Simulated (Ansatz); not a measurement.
# GaP (F-43m) in Ansatz: single point with revPBE+D3(BJ)+ATM

Aim: the single point of GaP with revPBE+D3(BJ)+ATM.

All numbers are computed with Ansatz 0.2.0; they aren't measurements. Logs are shortened: lines on timing, memory, paths and dates and some standing lists are left out, and cuts for length are marked.

**Experimental background.**

From “Stacking defects in GaP nanowires: Electronic structure and optical properties”, 2018, arxiv:1810.01194, for a bulk crystal of GaP at 10 K: band gap 2.34 eV (indirect).

How close the calculation comes is told below.

### 1 The crystal as given

Symmetry: F-43m, No. 216, cubic system. The conventional cell has a = 5.450 Å, b = 5.450 Å, c = 5.450 Å, α = 90.00°, β = 90.00°, γ = 90.00°. Around Ga (site symmetry -43m) lie 4 P at 2.36 Å. P (site symmetry -43m) is surrounded by 4 Ga at 2.36 Å.

### 2 Single point, revPBE+D3(BJ)+ATM, spin-orbit coupling, no magnetisation

The input, run.py:

```python
import json

import ase.io
import numpy as np
from ase.calculators.calculator import CalculationFailed, Calculator
from ase.stress import full_3x3_to_voigt_6_stress
from ase.units import GPa

import ansatz as az

class AnsatzCalculator(Calculator):
    implemented_properties = ["energy", "free_energy", "forces", "stress", "magmom"]

    def calculate(self, atoms, properties, system_changes):
        super().calculate(atoms, properties, system_changes)
        structure = atoms.copy()
        structure.set_constraint()
        structure.set_momenta(None)
        structure.set_masses(None)
        outcome = (
            az.Crystal.from_ase(structure)
            .calculation()
            .basis(xc_grid=2)
            .kpoints(8, 8, 8)
            .functional("revpbe", dispersion="d3bjatm")
            .pseudopotentials(kind="nc_fr", accuracy="stringent")
            .spin("noncollinear", soc=True)
            .scf(tolerance=2e-10)
            .occupations(method="fermi_dirac", width=0.01)
            .forces()
            .stress()
            .run(threads=2)
        )
        if not outcome.report["converged"]:
            raise CalculationFailed("SCF not converged")
        report = outcome.report
        self.results = {
            "free_energy": report["lagrangian_ev"],
            "energy": report["lagrangian_ev"],
            "forces": np.array(report["forces_ev_ang"]),
            "stress": -GPa * full_3x3_to_voigt_6_stress(report["stress_gpa"]),
            "magmom": report["magnetization_mub"],
        }

np.set_printoptions(precision=5, suppress=True, linewidth=110)
atoms = ase.io.read("GaP.cif")
atoms.info.pop("occupancy", None)
atoms.calc = AnsatzCalculator()
print(f"free energy {atoms.get_potential_energy():.6f} eV")
print("forces (eV/A)", atoms.get_forces(), sep="\n")
print("stress (GPa, Voigt, tension positive)", atoms.get_stress() / GPa, sep="\n")
print(f"moment {atoms.get_magnetic_moment():.4f} muB")
```

The input, GaP.cif:

```cif
data_GaP
_cell_length_a 3.85408551
_cell_length_b 3.85408551
_cell_length_c 3.85408551
_cell_angle_alpha 60.00000000
_cell_angle_beta 60.00000000
_cell_angle_gamma 60.00000000
_space_group_name_H-M_alt 'P1'
_space_group_name_Hall 'P 1'
_space_group_IT_number 1
loop_
_space_group_symop_operation_xyz
'x,y,z'
loop_
_atom_site_label
_atom_site_type_symbol
_atom_site_symmetry_multiplicity
_atom_site_Wyckoff_symbol
_atom_site_fract_x
_atom_site_fract_y
_atom_site_fract_z
_atom_site_occupancy
Ga1 Ga 1 a 0.0000000000 0.0000000000 0.0000000000 1
P1 P 1 a 0.7500000000 0.7500000000 0.7500000000 1
```

Potentials or basis: PseudoDojo stringent.

Started as:

```bash
$ python run.py
```

What it wrote:

```text
DeckWarning: basis.ecutwfc = 1551.049016 eV, auto-derived from the records' recommended cutoffs: set by Ga (normal level)
PlacementWarning: RAYON_NUM_THREADS=2 ignored (pool sized by the plan → 2); use plan(threads=…)
free energy -6948.251756 eV
forces (eV/A)
[[-0. -0. -0.]
 [ 0.  0.  0.]]
stress (GPa, Voigt, tension positive)
[1.27966 1.27966 1.27966 0.      0.      0.     ]
moment 0.0000 muB
```

engine_input.yaml:

```text
crystal:
  lattice:
    - [3.85408551, 0.0, 0.0]
    - [1.9270427550000004, 3.337735960017504, 0.0]
    - [1.9270427550000004, 1.1125786533391682, 3.146847641518091]
  atoms:
    - { symbol: Ga, position: [0.0, 0.0, 0.0] }
    - { symbol: P, position: [0.7499999999999998, 0.75, 0.75] }
basis:
  xc_grid: 2
kpoints:
  mp_grid:
    grid: [8, 8, 8]
hamiltonian:
  xc: revpbe
  dispersion: d3bjatm
  pseudopotentials:
    kind: nc_fr
    accuracy: stringent
magnetization:
  noncollinear: true
  spin_orbit: true
scf:
  convergence:
    dr2_threshold: 2.0e-10
  occupations:
    method: fermi_dirac
    width: 0.01
output:
  forces: true
  stress: true
```

It took 21 s on 2 threads of Arm Neoverse V2, shared host; peak memory 0.99 GiB.

Results:

```yaml
Free_energy: -6948.2518 eV
Pressure: -1.3 GPa
Band_gap_on_the_k_mesh: 1.70 eV
```

Caveat: the potentials were made for another functional, which shifts forces and pressure.

### 3 Against experiment

Step 2. A measured gap of GaP is 2.34 eV (indirect; 10 K; quoted in “Stacking defects in GaP nanowires: Electronic structure and optical properties”, 2018, arxiv:1810.01194); the calculated 1.70 eV misses it by -0.64 eV. The value is that of revPBE+D3(BJ)+ATM on a finite k mesh, which can miss the band edges, without temperature or zero-point motion. Semilocal functionals fall short of measured gaps as a rule.
